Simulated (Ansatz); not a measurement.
# CoO: equation of state with PBE

The system is CoO.

```xyz
2
Lattice="0.0000 2.3436 2.3436 2.3436 0.0000 2.3436 2.3436 2.3436 0.0000" Properties=species:S:1:pos:R:3 pbc="T T T"
Co    0.0000    0.0000    0.0000
O     1.1718    1.1718    1.1718
```

Measurements of this composition are mostly on another form, of space group No. 225.

```yaml
Program: Ansatz 0.2.0
Task: equation of state
Functional: PBE
Potentials_or_basis: all-electron LAPW, scalar-relativistic
Basis_error_allowed: 0.0005 eV/atom
k_mesh: 10 × 10 × 10
Occupations: fermi-dirac, width 0.05 eV
Spin: collinear spin, ferromagnetic start
Starting_moments: "[3.0, 0.0] μB"
```

| Item | Value |
| --- | --- |
| Equilibrium volume | 11.45 Å³/atom (rough: see the caveat) |
| Bulk modulus | 132 GPa (rough) |

Energy against volume, from the lowest point:
```csv
volume (Å³/atom),energy (meV/atom)
12.100,0.00
12.358,12.11
12.615,27.35
12.873,45.37
13.130,65.88
13.388,88.60
13.645,113.24
```

All runs of the series together: 5.8 min on 2 threads of Intel(R) Xeon(R) Processor @ 2.50GHz (Skylake/Cascade Lake) (shared host).

Caveat: the minimum lies outside the volumes run.
